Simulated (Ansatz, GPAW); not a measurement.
## Geometry or basis: what sets the conductance of a Ga chain with one Si atom in line

Wanted: T(E) of a Ga chain with one Si atom in line at a relaxed geometry in two programs, beside the unrelaxed structure.

Main program and level: GPAW 26.7.0 and Ansatz 0.2.0; Ansatz plane waves; relaxation of the junction with the lead ends held; PAW set soft_1, in the first sound run; inputs show where later runs differ.

### 1. Set-up

The cell holds 13 atoms: 12 Ga and 1 Si. Its edges and angles: a = 9.000 Å, b = 9.000 Å, c = 32.784 Å, α = 90.0°, β = 90.0°, γ = 90.0°. Regions: left lead, 6 atoms (6 Ga); channel, 1 atom (1 Si); right lead, 6 atoms (6 Ga). Vacuum lies along a and b. The structure is stacked along c, and the current runs across the ab planes.

### 2. Relaxation

Transmission follows bond lengths closely, so the atoms between the held lead ends are relaxed first, from a slightly shaken start that lets symmetry break.

input.yaml reads:

```yaml
crystal:
  lattice:
    - [9.0, 0.0, 0.0]
    - [0.0, 9.0, 0.0]
    - [0.0, 0.0, 32.7838]
  atoms:
    - { symbol: Ga, position: [0.5, 0.5, 0.0388911597] }
    - { symbol: Ga, position: [0.5, 0.5, 0.116673479] }
    - { symbol: Ga, position: [0.5, 0.5, 0.1944557983] }
    - { symbol: Ga, position: [0.5, 0.5, 0.2722381176] }
    - { symbol: Ga, position: [0.5060891885, 0.4897388936, 0.350897148] }
    - { symbol: Ga, position: [0.5002321241, 0.5043941667, 0.4281556402] }
    - { symbol: Si, position: [0.5060908621, 0.5001058125, 0.4995276056] }
    - { symbol: Ga, position: [0.5019349497, 0.5014403562, 0.571870705] }
    - { symbol: Ga, position: [0.4991756539, 0.5023981356, 0.6506240729] }
    - { symbol: Ga, position: [0.5, 0.5, 0.7277618824] }
    - { symbol: Ga, position: [0.5, 0.5, 0.8055442017] }
    - { symbol: Ga, position: [0.5, 0.5, 0.883326521] }
    - { symbol: Ga, position: [0.5, 0.5, 0.9611088403] }
kpoints:
  mp_grid: { grid: [1, 1, 3] }
hamiltonian:
  xc: pbe
  pseudopotentials: { kind: paw, azcp: { folder: soft_1 } }
scf:
  occupations: { method: fermi_dirac, width: 0.1 }
relax:
  f_tol: 0.03
  max_steps: 80
  constraints: [{ sites: [0, 1, 2, 3, 9, 10, 11, 12] }]
```

Run with:

```
> ansatz run input.yaml --threads 4 --pin off --max-ram 8192MiB --backend cpu --events-out ev --progress --plain --runs-dir out
```

Numbers of over 12 decimals in the logs are rounded to 6 here.

Log:

```text
Engine: ansatz 0.2.0, aarch64-unknown-linux-gnu
Pseudopotentials: kind: paw
Pseudopotential: Ga, paw, valence charge 13, recommended cutoff 420 eV (normal), soft_1/Ga.paw.azcp
Pseudopotential: Si, paw, valence charge 4, recommended cutoff 420 eV (normal), soft_1/Si.paw.azcp
Functional definition: PBE
  parameter kappa = 0.804
  parameter beta = 0.066725
  exchange = pbe_x(kappa = kappa, mu = beta*pi^2/3)
  correlation = pbe_c(beta = beta)
Crystal: 13 atoms, lattice volume = 2655.488 Å³
Basis set: ecut = 420 eV, 51857 PW (Γ), exchange–correlation on 128×128×450 points (8 copies of the dense FFT grid, shifted against one another)
Bands: 96, of which v1, the nominal top of the filled ones, is band 80 counted from 1 (79 counted from 0)
Symmetry: 1 space group operations
Space group: P1 (ITA 1), of the structure as read, at distance tolerance 1.4e-4 Å
k-points: 2 of 3 (time reversal used)
Non-local potential: Ga, projectors of the file, l = 0: 2, l = 1: 2, l = 2: 3, l = 3: 1
Non-local potential: Si, projectors of the file, l = 0: 2, l = 1: 2, l = 2: 1
PAW form: soft (Blöchl's): semilocal exchange-correlation on the pseudo side does not see the compensation charge
PAW one-centre angular grid: Ga, 590 points (default); XC on 64 Gauss nodes
PAW one-centre angular grid: Si, 110 points (default); XC on 64 Gauss nodes
Initial density: superposition of atomic densities (neutral atoms: chi_scale 0, normalization atom)
Initial wavefunctions: pseudopotential atomic-orbital guess
Functional: x = pbe(κ = 0.804, μ = 0.219515), c = pbe(β = 0.066725)
SCF iter   1: F=—  HF=-46016.621598 eV  |F-HF|=—  |Δ(HF+E_count)|=         —  Δρ=9.85e-3  dr2=1.29e1  ethr=3.10e-3  ⟨swp⟩=6.0  Hψ=780  notcnv=0
preconditioner: auto → LDOS  [metal: Δε(μ)=0.153 eV  Ē_g=13.372 eV  σ=0.100 eV  W_gap=0.33  n_scr=244 (ndim 8)  ℏωp=9.1 eV  f_vac=0.713  D(μ)=23.09/eV (n_scr^D=92)  β→1.0]
SCF iter   2: F=—  HF=-46015.893079 eV  |F-HF|=—  |Δ(HF+E_count)|=   7.29e-1  Δρ=8.65e-3  dr2=2.36e1  ethr=3.10e-3  ⟨swp⟩=6.0  Hψ=491  notcnv=0
SCF iter   3: F=—  HF=-46014.744833 eV  |F-HF|=—  |Δ(HF+E_count)|=    1.15e0  Δρ=1.87e-3  dr2=1.02e0  ethr=3.10e-3  ⟨swp⟩=3.5  Hψ=300  notcnv=0
SCF iter   4: F=—  HF=-46014.696842 eV  |F-HF|=—  |Δ(HF+E_count)|=   4.80e-2  Δρ=7.61e-4  dr2=1.44e-1  ethr=6.40e-4  ⟨swp⟩=2.0  Hψ=202  notcnv=0
SCF iter   5: F=—  HF=-46014.690311 eV  |F-HF|=—  |Δ(HF+E_count)|=   6.53e-3  Δρ=4.14e-4  dr2=3.71e-2  ethr=9.00e-5  ⟨swp⟩=2.0  Hψ=256  notcnv=0
SCF iter   6: F=—  HF=-46014.688992 eV  |F-HF|=—  |Δ(HF+E_count)|=   1.32e-3  Δρ=2.28e-4  dr2=1.28e-2  ethr=2.32e-5  ⟨swp⟩=2.0  Hψ=222  notcnv=0
SCF iter   7: F=—  HF=-46014.688373 eV  |F-HF|=—  |Δ(HF+E_count)|=   6.19e-4  Δρ=1.05e-4  dr2=3.51e-3  ethr=7.98e-6  ⟨swp⟩=2.0  Hψ=214  notcnv=0
SCF iter   8: F=—  HF=-46014.688212 eV  |F-HF|=—  |Δ(HF+E_count)|=   1.61e-4  Δρ=3.22e-5  dr2=1.15e-4  ethr=2.19e-6  ⟨swp⟩=1.0  Hψ=192  notcnv=0
SCF iter   9: F=-46014.688195 eV  HF=-46014.688211 eV  |F-HF|=1.62e-5  |Δ(HF+E_count)|=   8.91e-7  Δρ=1.36e-5  dr2=2.12e-5  ethr=1.41e-8  ⟨swp⟩=3.0  Hψ=628  notcnv=0
SCF 1 converged in 9 iterations: F = -46014.688195 eV  dr2 = 2.12e-5
  greatest PAW one-centre occupation: 0.995 electrons in one spin orbital (limit 2), on the Ga atom at site 4 (counted from 0), in its partial waves of l = 2
relax step   1: F+E_penalty+E_count = -46014.68819485 eV  Δ(F+E_penalty+E_count) = +0.000e0 eV  max|allowed force component| = 3.355e-1 eV/Å  Δτ_max = 0.0000 Å  (9 SCF iters, dr2 threshold 2.25e-5 eV, accepted)
Initial density: handed on by an earlier stage of this run
Initial wavefunctions: those handed on with the density
iter 1 solved again at ethr=7.22e-5 eV; its pass at ethr=3.10e-3 eV (dr2=1.16e-1 eV) is discarded
SCF iter   1: F=—  HF=-46014.733345 eV  |F-HF|=—  |Δ(HF+E_count)|=         —  Δρ=8.17e-4  dr2=1.11e-1  ethr=7.22e-5  ⟨swp⟩=1.5  Hψ=482  notcnv=0
preconditioner: auto → LDOS  [metal: Δε(μ)=0.135 eV  Ē_g=13.431 eV  σ=0.100 eV  W_gap=0.32  n_scr=244 (ndim 8)  ℏωp=9.1 eV  f_vac=0.736  D(μ)=22.02/eV (n_scr^D=84)  β→1.0]
SCF iter   2: F=—  HF=-46014.726333 eV  |F-HF|=—  |Δ(HF+E_count)|=   7.01e-3  Δρ=3.25e-4  dr2=1.03e-2  ethr=6.96e-5  ⟨swp⟩=2.0  Hψ=202  notcnv=0
SCF iter   3: F=—  HF=-46014.725363 eV  |F-HF|=—  |Δ(HF+E_count)|=   9.70e-4  Δρ=9.89e-5  dr2=1.01e-3  ethr=6.46e-6  ⟨swp⟩=2.0  Hψ=345  notcnv=0
SCF iter   4: F=—  HF=-46014.725228 eV  |F-HF|=—  |Δ(HF+E_count)|=   1.34e-4  Δρ=4.69e-5  dr2=2.01e-4  ethr=6.31e-7  ⟨swp⟩=2.0  Hψ=344  notcnv=0
SCF iter   5: F=—  HF=-46014.725210 eV  |F-HF|=—  |Δ(HF+E_count)|=   1.88e-5  Δρ=2.49e-5  dr2=3.43e-5  ethr=1.26e-7  ⟨swp⟩=2.0  Hψ=343  notcnv=0
SCF iter   6: F=—  HF=-46014.725204 eV  |F-HF|=—  |Δ(HF+E_count)|=   5.63e-6  Δρ=8.52e-6  dr2=7.93e-6  ethr=4.40e-9  ⟨swp⟩=5.0  Hψ=704  notcnv=0
SCF iter   7: F=-46014.725203 eV  HF=-46014.725204 eV  |F-HF|=1.06e-6  |Δ(HF+E_count)|=   2.93e-7  Δρ=4.22e-6  dr2=1.84e-6  ethr=4.40e-9  ⟨swp⟩=4.0  Hψ=567  notcnv=0
SCF 2 converged in 7 iterations: F = -46014.725203 eV  dr2 = 1.84e-6
  greatest PAW one-centre occupation: 0.995 electrons in one spin orbital (limit 2), on the Ga atom at site 8 (counted from 0), in its partial waves of l = 2
relax step   2: F+E_penalty+E_count = -46014.72520266 eV  Δ(F+E_penalty+E_count) = -3.701e-2 eV  max|allowed force component| = 1.848e-1 eV/Å  Δτ_max = 0.0946 Å  (7 SCF iters, dr2 threshold 7.03e-6 eV, accepted)
SCF iter   1: F=—  HF=-46014.807800 eV  |F-HF|=—  |Δ(HF+E_count)|=         —  Δρ=1.31e-3  dr2=2.53e-1  ethr=2.68e-3  ⟨swp⟩=4.0  Hψ=359  notcnv=0
preconditioner: auto → LDOS  [metal: Δε(μ)=0.104 eV  Ē_g=13.432 eV  σ=0.100 eV  W_gap=0.25  n_scr=244 (ndim 8)  ℏωp=9.1 eV  f_vac=0.736  D(μ)=21.35/eV (n_scr^D=84)  β→1.0]
SCF iter   2: F=—  HF=-46014.795578 eV  |F-HF|=—  |Δ(HF+E_count)|=   1.22e-2  Δρ=6.36e-4  dr2=5.76e-2  ethr=1.58e-4  ⟨swp⟩=2.0  Hψ=402  notcnv=0
SCF iter   3: F=—  HF=-46014.790953 eV  |F-HF|=—  |Δ(HF+E_count)|=   4.62e-3  Δρ=1.70e-4  dr2=4.36e-3  ethr=3.60e-5  ⟨swp⟩=2.0  Hψ=354  notcnv=0
SCF iter   4: F=—  HF=-46014.790806 eV  |F-HF|=—  |Δ(HF+E_count)|=   1.47e-4  Δρ=1.07e-4  dr2=6.27e-4  ethr=2.73e-6  ⟨swp⟩=2.0  Hψ=323  notcnv=0
SCF iter   5: F=—  HF=-46014.790640 eV  |F-HF|=—  |Δ(HF+E_count)|=   1.66e-4  Δρ=4.85e-5  dr2=1.43e-4  ethr=3.92e-7  ⟨swp⟩=2.0  Hψ=352  notcnv=0
SCF iter   6: F=—  HF=-46014.790618 eV  |F-HF|=—  |Δ(HF+E_count)|=   2.18e-5  Δρ=2.22e-5  dr2=6.56e-5  ethr=8.91e-8  ⟨swp⟩=2.0  Hψ=331  notcnv=0
SCF iter   7: F=—  HF=-46014.790617 eV  |F-HF|=—  |Δ(HF+E_count)|=   1.20e-6  Δρ=1.08e-5  dr2=1.20e-5  ethr=4.10e-8  ⟨swp⟩=2.0  Hψ=205  notcnv=0
SCF iter   8: F=—  HF=-46014.790616 eV  |F-HF|=—  |Δ(HF+E_count)|=   1.18e-6  Δρ=4.54e-6  dr2=2.14e-6  ethr=7.50e-9  ⟨swp⟩=2.0  Hψ=224  notcnv=0
SCF iter   9: F=-46014.790616 eV  HF=-46014.790616 eV  |F-HF|=2.58e-7  |Δ(HF+E_count)|=   1.98e-7  Δρ=2.35e-6  dr2=3.23e-7  ethr=1.33e-9  ⟨swp⟩=4.0  Hψ=569  notcnv=0
SCF 3 converged in 9 iterations: F = -46014.790616 eV  dr2 = 3.23e-7
relax step   3: F+E_penalty+E_count = -46014.79061559 eV  Δ(F+E_penalty+E_count) = -6.541e-2 eV  max|allowed force component| = 2.449e-1 eV/Å  Δτ_max = 0.2000 Å  (9 SCF iters, dr2 threshold 2.14e-6 eV, accepted)
[... from here on, the SCF cycles and remarks between the steps are left out ...]
relax step   4: F+E_penalty+E_count = -46014.85528194 eV  Δ(F+E_penalty+E_count) = -6.467e-2 eV  max|allowed force component| = 4.777e-1 eV/Å  Δτ_max = 0.1964 Å  (7 SCF iters, dr2 threshold 1.82e-5 eV, accepted)
relax step   5: F+E_penalty+E_count = -46014.94356744 eV  Δ(F+E_penalty+E_count) = -8.829e-2 eV  max|allowed force component| = 5.938e-1 eV/Å  Δτ_max = 0.2000 Å  (6 SCF iters, dr2 threshold 1.00e-4 eV, accepted)
relax step   6: F+E_penalty+E_count = -46015.04859819 eV  Δ(F+E_penalty+E_count) = -1.050e-1 eV  max|allowed force component| = 3.118e-1 eV/Å  Δτ_max = 0.1963 Å  (6 SCF iters, dr2 threshold 1.00e-4 eV, accepted)
relax step   7: F+E_penalty+E_count = -46015.12982813 eV  Δ(F+E_penalty+E_count) = -8.123e-2 eV  max|allowed force component| = 1.734e-1 eV/Å  Δτ_max = 0.2000 Å  (6 SCF iters, dr2 threshold 2.68e-5 eV, accepted)
relax step   8: F+E_penalty+E_count = -46015.18245908 eV  Δ(F+E_penalty+E_count) = -5.263e-2 eV  max|allowed force component| = 1.149e-1 eV/Å  Δτ_max = 0.2000 Å  (6 SCF iters, dr2 threshold 8.29e-6 eV, accepted)
relax step   9: F+E_penalty+E_count = -46015.19548584 eV  Δ(F+E_penalty+E_count) = -1.303e-2 eV  max|allowed force component| = 9.846e-2 eV/Å  Δτ_max = 0.1942 Å  (7 SCF iters, dr2 threshold 4.08e-6 eV, accepted)
relax step  10: F+E_penalty+E_count = -46015.20613153 eV  Δ(F+E_penalty+E_count) = -1.065e-2 eV  max|allowed force component| = 1.237e-1 eV/Å  Δτ_max = 0.1660 Å  (6 SCF iters, dr2 threshold 4.25e-6 eV, accepted)
relax step  11: F+E_penalty+E_count = -46015.21774477 eV  Δ(F+E_penalty+E_count) = -1.161e-2 eV  max|allowed force component| = 6.047e-2 eV/Å  Δτ_max = 0.1973 Å  (6 SCF iters, dr2 threshold 1.12e-5 eV, accepted)
relax step  12: F+E_penalty+E_count = -46015.22898275 eV  Δ(F+E_penalty+E_count) = -1.124e-2 eV  max|allowed force component| = 3.206e-2 eV/Å  Δτ_max = 0.1941 Å  (9 SCF iters, accepted)
relax step  13: F+E_penalty+E_count = -46015.23886849 eV  Δ(F+E_penalty+E_count) = -9.886e-3 eV  max|allowed force component| = 3.264e-2 eV/Å  Δτ_max = 0.1938 Å  (9 SCF iters, accepted)
relax step  14: F+E_penalty+E_count = -46015.24767106 eV  Δ(F+E_penalty+E_count) = -8.803e-3 eV  max|allowed force component| = 2.641e-2 eV/Å  Δτ_max = 0.1952 Å  (9 SCF iters, accepted)
relax step  15: F+E_penalty+E_count = -46015.25469956 eV  Δ(F+E_penalty+E_count) = -7.028e-3 eV  max|allowed force component| = 2.139e-2 eV/Å  Δτ_max = 0.1929 Å  (9 SCF iters, accepted)
relax step  16: F+E_penalty+E_count = -46015.25948390 eV  Δ(F+E_penalty+E_count) = -4.784e-3 eV  max|allowed force component| = 1.784e-2 eV/Å  Δτ_max = 0.1952 Å  (9 SCF iters, accepted)
SCF iter   1: F=—  HF=-46015.266809 eV  |F-HF|=—  |Δ(HF+E_count)|=         —  Δρ=1.16e-3  dr2=5.64e-2  ethr=3.07e-4  ⟨swp⟩=5.0  Hψ=426  notcnv=0
preconditioner: auto → LDOS  [metal: Δε(μ)=0.039 eV  Ē_g=13.394 eV  σ=0.100 eV  W_gap=0.10  n_scr=244 (ndim 8)  ℏωp=9.1 eV  f_vac=0.732  D(μ)=20.54/eV (n_scr^D=76)  β→1.0]
SCF iter   2: F=—  HF=-46015.262918 eV  |F-HF|=—  |Δ(HF+E_count)|=   3.89e-3  Δρ=5.47e-4  dr2=1.38e-2  ethr=3.53e-5  ⟨swp⟩=2.0  Hψ=414  notcnv=0
SCF iter   3: F=—  HF=-46015.261065 eV  |F-HF|=—  |Δ(HF+E_count)|=   1.85e-3  Δρ=1.27e-4  dr2=1.43e-3  ethr=8.66e-6  ⟨swp⟩=2.0  Hψ=354  notcnv=0
SCF iter   4: F=—  HF=-46015.261134 eV  |F-HF|=—  |Δ(HF+E_count)|=   6.92e-5  Δρ=6.07e-5  dr2=1.32e-4  ethr=8.94e-7  ⟨swp⟩=2.0  Hψ=351  notcnv=0
SCF iter   5: F=—  HF=-46015.261139 eV  |F-HF|=—  |Δ(HF+E_count)|=   5.33e-6  Δρ=3.40e-5  dr2=3.45e-5  ethr=8.23e-8  ⟨swp⟩=2.0  Hψ=355  notcnv=0
SCF iter   6: F=—  HF=-46015.261058 eV  |F-HF|=—  |Δ(HF+E_count)|=   8.14e-5  Δρ=9.41e-6  dr2=7.61e-6  ethr=2.16e-8  ⟨swp⟩=2.0  Hψ=345  notcnv=0
SCF iter   7: F=—  HF=-46015.261060 eV  |F-HF|=—  |Δ(HF+E_count)|=   1.92e-6  Δρ=4.45e-6  dr2=1.95e-6  ethr=4.76e-9  ⟨swp⟩=2.0  Hψ=236  notcnv=0
SCF iter   8: F=—  HF=-46015.261060 eV  |F-HF|=—  |Δ(HF+E_count)|=   1.87e-8  Δρ=1.99e-6  dr2=4.28e-7  ethr=1.22e-9  ⟨swp⟩=2.0  Hψ=256  notcnv=0
SCF iter   9: F=-46015.261060 eV  HF=-46015.261060 eV  |F-HF|=5.22e-8  |Δ(HF+E_count)|=   2.21e-8  Δρ=1.09e-6  dr2=6.37e-8  ethr=6.25e-11  ⟨swp⟩=5.0  Hψ=636  notcnv=0
SCF 17 converged in 9 iterations: F = -46015.261060 eV  dr2 = 6.37e-8
relax step  17: F+E_penalty+E_count = -46015.26105982 eV  Δ(F+E_penalty+E_count) = -1.576e-3 eV  max|allowed force component| = 2.665e-2 eV/Å  Δτ_max = 0.1619 Å  (9 SCF iters, accepted)
SCF converged after 9 iterations
Free energy (F): -46015.261060 eV
Harris-Foulkes:  -46015.261060 eV  (|F-HF|=5.22e-8)
Internal energy: -46014.596538 eV  (E = F + TS)
E sigma→0 (E₀):  -46014.928799 eV
Entropy (-TS):   -0.664522 eV (-51.117 meV/atom)
Fermi energy:    -2.609496 eV
--- Per-component energies (eV) ---
  E_band       = -2373.635887
  E_kinetic    = 1345.086985
  E_local      = -40595.229579  (includes V_loc(G=0)·N_el)
  E_nonlocal   = -1170.691671
  E_hartree    = 21706.523957
  E_xc         = -801.118882
  E_vxc        = -692.470316  (∫ρ·V_xc dr)
  E_paw        = -24292.310239  (= ΣΔE_a)
  E_vpaw       = -4673.378557  (= ΣTr[D̂ρ^β])
  E_aug_tail   = -0.002314  (compensation charges beyond the density's cutoff)
  E_ewald      = -2206.854794
  E_smearing   = -0.664522  (= −TS)
  E_closure    = -0.000000  (closes the sum)
  Σ components = -46015.261060   (vs F -46015.261060, Δ=0.00e0)
--- Forces (eV/Å), atoms counted from 1 ---
  atom   1  Ga    -0.03476838     0.00114916     0.03946201
  atom   2  Ga     0.02932248    -0.00151083     0.03736842
  atom   3  Ga     0.11533981    -0.01221405    -0.26895319
  atom   4  Ga    -0.10829738     0.00862427     0.43562905
  atom   5  Ga    -0.01134383     0.00101652    -0.00265450
  atom   6  Ga     0.00860808     0.00459527     0.00099884
  atom   7  Si    -0.01288291    -0.00263077     0.02665238
  atom   8  Ga     0.00944536    -0.00253958    -0.01378783
  atom   9  Ga    -0.00620439     0.00490529     0.00350038
  atom  10  Ga    -0.08532856     0.01187133    -0.49488749
  atom  11  Ga     0.08677901    -0.01448317     0.30618196
  atom  12  Ga     0.03845228    -0.00455689    -0.04448235
  atom  13  Ga    -0.02911818     0.00575391    -0.02508137
  max |Σ_I F_I| component: 5.37e-5 eV/Å
--- Relaxed structure (17 steps of the walk, 17 accepted, 0 SCFs on fresh bases) ---
  F+E_penalty+E_count = -46015.26105982 eV   max|allowed force component| = 2.665e-2 eV/Å
  atoms:
    - { symbol: Ga, position: [0.5, 0.5, 0.038891] }
    - { symbol: Ga, position: [0.5, 0.5, 0.116673479] }
    - { symbol: Ga, position: [0.5, 0.5, 0.1944557983] }
    - { symbol: Ga, position: [0.5, 0.5, 0.2722381176] }
    - { symbol: Ga, position: [0.617699, 0.487354, 0.351488] }
    - { symbol: Ga, position: [0.544334, 0.492891, 0.432387] }
    - { symbol: Si, position: [0.661110, 0.485732, 0.497050] }
    - { symbol: Ga, position: [0.543551, 0.493981, 0.561844] }
    - { symbol: Ga, position: [0.609009, 0.483901, 0.644481] }
    - { symbol: Ga, position: [0.5, 0.5, 0.7277618824] }
    - { symbol: Ga, position: [0.5, 0.5, 0.805544] }
    - { symbol: Ga, position: [0.5, 0.5, 0.883326521] }
    - { symbol: Ga, position: [0.5, 0.5, 0.961109] }
```

It took 2.7 min on 4 threads of Arm Neoverse V2, shared host; peak memory 2.5 GiB.

Relaxation path:

```tsv
step	energy less that of the first step (eV)	largest force component (eV/Å)
1	0.0000	0.3355
2	-0.0370	0.1848
3	-0.1024	0.2449
4	-0.1671	0.4777
5	-0.2554	0.5938
6	-0.3604	0.3118
7	-0.4416	0.1734
8	-0.4943	0.1149
9	-0.5073	0.0985
10	-0.5179	0.1237
11	-0.5295	0.0605
12	-0.5408	0.0321
13	-0.5507	0.0326
14	-0.5595	0.0264
15	-0.5665	0.0214
16	-0.5713	0.0178
17	-0.5729	0.0267
```

The atoms that moved most (Å):

```tsv
atom	dx	dy	dz	length
Si7	1.395	-0.129	-0.081	1.404
Ga9	0.989	-0.166	-0.201	1.022
Ga5	1.004	-0.021	0.019	1.005
Ga8	0.375	-0.067	-0.329	0.503
Ga6	0.397	-0.104	0.139	0.433
```

Numbers from this step:

```
free energy         : -46015.2611 eV
smearing term TS    : 0.6645 eV
symmetry operations : 1
```

The relaxation lowered the energy of the cell by 0.573 eV.

(Part 1 of 3 ends here.)

[Logs are printed without paths, hosts, clocks, repeated set-up lines and the standing remarks that a program may print on its own settings, such as how far it seeks lower states.]

[Hosts, paths, dates, database ids (printed as entryN), source tags and the programs' standing remarks are cut or masked in the printed files.]
